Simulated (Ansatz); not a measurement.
## ZrSiO₄ (I4_1/amd): zone-centre phonons and dielectric response

What experiment reports for this phase, and the runs try to reproduce:
- Raman mode: 1008.1 ± 0.5 cm⁻¹ (B1g nu3(SiO4) antisymmetric stretching, synthetic reference; Raman spectroscopy; synthetic reference crystal, possibly a different sample from that of the cell parameters; quoted in “GZ7 and GZ8 – Two Zircon Reference Materials for SIMS U‐Pb Geochronology”, 2018, pmc:6334521)

Perturbation theory with PBEsol in Ansatz 0.2.0 on the PBEsol cell, ground state and force constants on a 6×6×6 mesh. Calculated for a static, non-magnetic cell.

Space group I4_1/amd (No. 141), tetragonal; a = 6.616 Å, c = 5.977 Å in the conventional setting, 10.90 Å³ an atom. Zr has 8 O at 2.13–2.26 Å; Si has 4 O at 1.63 Å; O has 1 Si at 1.63 Å and 2 Zr at 2.13–2.26 Å.

```
Zr Si O
1.0
    -3.30820    3.30820    2.98835
     3.30820   -3.30820    2.98835
     3.30820    3.30820   -2.98835
Zr Si O
2 2 8
Direct
  0.75000 0.25000 0.50000
  0.00000 0.00000 0.00000
  0.25000 0.75000 0.50000
  0.50000 0.50000 0.00000
  0.13461 0.31897 0.81564
  0.06897 0.75333 0.68436
  0.50333 0.31897 0.18436
  0.06897 0.38461 0.31564
  0.61539 0.93103 0.68436
  0.68103 0.86539 0.18436
  0.24667 0.93103 0.31564
  0.68103 0.49667 0.81564
```

Optical modes without the longitudinal term:
```json
{"ω (cm⁻¹)": "129", "degeneracy": "1", "IR intensity, summed over the level ((D/Å)²/amu)": "0.00"}
{"ω (cm⁻¹)": "192", "degeneracy": "2", "IR intensity, summed over the level ((D/Å)²/amu)": "0.00"}
{"ω (cm⁻¹)": "212", "degeneracy": "1", "IR intensity, summed over the level ((D/Å)²/amu)": "0.00"}
{"ω (cm⁻¹)": "217", "degeneracy": "2", "IR intensity, summed over the level ((D/Å)²/amu)": "0.00"}
{"ω (cm⁻¹)": "238", "degeneracy": "1", "IR intensity, summed over the level ((D/Å)²/amu)": "0.00"}
{"ω (cm⁻¹)": "250", "degeneracy": "1", "IR intensity, summed over the level ((D/Å)²/amu)": "0.00"}
{"ω (cm⁻¹)": "269", "degeneracy": "2", "IR intensity, summed over the level ((D/Å)²/amu)": "56.88"}
{"ω (cm⁻¹)": "327", "degeneracy": "1", "IR intensity, summed over the level ((D/Å)²/amu)": "42.98"}
{"ω (cm⁻¹)": "345", "degeneracy": "2", "IR intensity, summed over the level ((D/Å)²/amu)": "0.00"}
{"ω (cm⁻¹)": "364", "degeneracy": "2", "IR intensity, summed over the level ((D/Å)²/amu)": "15.91"}
{"ω (cm⁻¹)": "380", "degeneracy": "1", "IR intensity, summed over the level ((D/Å)²/amu)": "0.00"}
{"ω (cm⁻¹)": "384", "degeneracy": "1", "IR intensity, summed over the level ((D/Å)²/amu)": "0.00"}
{"ω (cm⁻¹)": "410", "degeneracy": "2", "IR intensity, summed over the level ((D/Å)²/amu)": "2.49"}
{"ω (cm⁻¹)": "420", "degeneracy": "1", "IR intensity, summed over the level ((D/Å)²/amu)": "0.00"}
{"ω (cm⁻¹)": "520", "degeneracy": "2", "IR intensity, summed over the level ((D/Å)²/amu)": "0.00"}
{"ω (cm⁻¹)": "548", "degeneracy": "1", "IR intensity, summed over the level ((D/Å)²/amu)": "0.00"}
{"ω (cm⁻¹)": "580", "degeneracy": "1", "IR intensity, summed over the level ((D/Å)²/amu)": "9.30"}
{"ω (cm⁻¹)": "610", "degeneracy": "1", "IR intensity, summed over the level ((D/Å)²/amu)": "0.00"}
{"ω (cm⁻¹)": "849", "degeneracy": "2", "IR intensity, summed over the level ((D/Å)²/amu)": "121.94"}
{"ω (cm⁻¹)": "904", "degeneracy": "2", "IR intensity, summed over the level ((D/Å)²/amu)": "0.00"}
{"ω (cm⁻¹)": "918", "degeneracy": "1", "IR intensity, summed over the level ((D/Å)²/amu)": "0.00"}
{"ω (cm⁻¹)": "946", "degeneracy": "1", "IR intensity, summed over the level ((D/Å)²/amu)": "0.00"}
{"ω (cm⁻¹)": "959", "degeneracy": "1", "IR intensity, summed over the level ((D/Å)²/amu)": "50.61"}
{"ω (cm⁻¹)": "994", "degeneracy": "1", "IR intensity, summed over the level ((D/Å)²/amu)": "0.00"}
```

All optical modes at Γ are real, from 129 to 994 cm⁻¹ without the longitudinal term; this says nothing of other wave vectors. With the long-range field the highest mode reaches 1075 cm⁻¹. Of the real levels 7 are infrared active, the strongest at 849 cm⁻¹.

The clamped-ion dielectric constant comes out as 4.12 along x and y, 4.35 along z. With the ions relaxed, ε⁰ is 13.0 along x and y, 12.2 along z. Born charges, averaged over directions: Zr +5.16, Si +3.62, O -2.20 e.

For comparison, on the r2SCAN cell the mean ε∞ is 4.15 with PBE.

Calculation and measurement side by side:
- Raman mode at 1008 cm⁻¹ (B1g nu3(SiO4) antisymmetric stretching, synthetic reference): the nearest PBEsol mode at Γ lies at 994 cm⁻¹ (-1.4 %).
Reports marked as nanostructured, strained, doped, implanted or mixed samples, and transport gaps, were set aside. Modes are paired by degeneracy and infrared activity, where the label gives them, and frequency; they are harmonic.
